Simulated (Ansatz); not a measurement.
**HgSe: a single-point run**

Aim: a sound single-point run of HgSe. The structure is shown as the input types it.

Computed with Ansatz 0.2.0 (density functional or hybrid calculation with the settings of its input, plane waves (as first typed), unless a step's input says otherwise).

5 further runs of the same task are left out: 5 that didn't finish.

## Step 1: Starting point

Symmetry: F-43m, No. 216, cubic system. Conventional cell: a = 6.185 Å, b = 6.185 Å, c = 6.185 Å, α = 90.00°, β = 90.00°, γ = 90.00°. Hg (site symmetry -43m) is surrounded by 4 Se at 2.68 Å. Se (site symmetry -43m) is surrounded by 4 Hg at 2.68 Å.

Structure file:

```
Hg Se
1.0
     0.00000    3.09267    3.09267
     3.09267    0.00000    3.09267
     3.09267    3.09267    0.00000
Hg Se
1 1
Direct
  0.00000 0.00000 0.00000
  0.25000 0.25000 0.25000
```

## Step 2: The calculation

input.yaml

```yaml
crystal:
  lattice:
    - [0.0, 3.092665094, 3.092665094]
    - [3.092665094, 0.0, 3.092665094]
    - [3.092665094, 3.092665094, 0.0]
  atoms:
    - { symbol: Hg, position: [0.0, 0.0, 0.0] }
    - { symbol: Se, position: [0.25, 0.25, 0.25] }
kpoints:
  mp_grid: { grid: [6, 6, 6] }
hamiltonian:
  xc: pbe
scf:
  occupations: { method: fermi_dirac, width: 0.02 }
  n_extra_bands: 4
  convergence: { dr2_threshold: 1.0 }
  max_iter: 69
output:
  forces: true
  stress: true
  eigenvalues: true
```

Run with:

```console
> ansatz run input.yaml --threads 4 --pin off --max-ram 3686MiB --backend cpu --events-out ev --progress --plain --runs-dir out
```

**Question.** How will this run end, and is anything wrong with its input?

The run converged and reported no error, with warnings (force scf threshold loose, stress scf threshold loose). Its log warns: «scf.convergence.dr2_threshold = 1e0 eV is looser than this run's default, which is 1e-7 eV or tighter. The error in the forces grows as the threshold's square root ...»

The threshold asked is loose, but the program put off the close and ended at dr2 = 8.3e-9, so little accuracy was lost here.

Run again and compare: delete scf.convergence.dr2_threshold (the default then holds).
